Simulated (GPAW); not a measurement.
Fitting the LDA+U energy curve of Ti

Symmetry: Im-3m, No. 229, cubic system. The conventional cell has a = 3.282 Å, b = 3.282 Å, c = 3.282 Å, α = 90.00°, β = 90.00°, γ = 90.00°. Ti (site symmetry m-3m) has 8 Ti at 2.84 Å as nearest neighbours.

This isn't the form of Ti at room conditions, which is hcp.

The cell was scaled at fixed shape and fractions and run with GPAW, the program's PAW data sets (release 1.2.1) made for this functional, cutoff 600 eV; LDA+U, k mesh 11 × 11 × 11 on the cell of 1 atom, fermi-dirac occupations of 0.05 eV, no spin polarisation, no spin-orbit coupling. Energies are those that the program minimises, any entropy of the smearing included. For a metal such a mesh isn't converged to the digits shown.

```csv
V (Å³/atom),energy over the lowest row (meV/atom)
16.6155,55.94
16.9690,?
17.3226,14.85
17.6761,4.37
18.0296,0.00
18.3831,1.23
18.7366,7.69
```

Problem. Fit the third-order Birch-Murnaghan form, give V0, B0 and B′, and predict the energy left open.

Solution. With y = (V0/V)^(2/3), E = E0 + (9 V0 B0/16) [(y - 1)³ B′ + (y - 1)² (6 - 4y)]. Least squares through the rows shown give V0 = 18.1251 Å³/atom, E0 = -0.21 meV, B0 = 128.1 GPa (1 eV/Å³ = 160.218 GPa) and B′ = 2.88, with a largest miss of 0.01 meV. At V = 16.9690 the form with these constants gives 31.86 meV; the run gave 31.82 meV an atom.

The minimum lies at 18.1251 Å³/atom, above the volume of the listed cell, whereas plain LDA usually overbinds 3d metals and gives too small a lattice. The +U term is the probable cause: by penalising fractional d occupation it weakens the d-d bonding that holds early transition metals together. A bulk modulus of 128.1 GPa is nevertheless rather high for titanium, and a larger volume would normally go with a softer lattice, so the correction probably alters the curvature as well as the position of the minimum. The low B′ of 2.88 means that stiffness grows slowly on compression. Transfer of electrons from s to d states, familiar in titanium under pressure, could contribute, as could a volume-dependent effect of U. The omitted point tests interpolation only, and its close recovery shows a smooth curve, not accurate elastic constants. Nor does a minimum under uniform scaling show that the bcc lattice resists shear or phonon distortions, against which bcc titanium is known to need thermal vibrations for its stability.
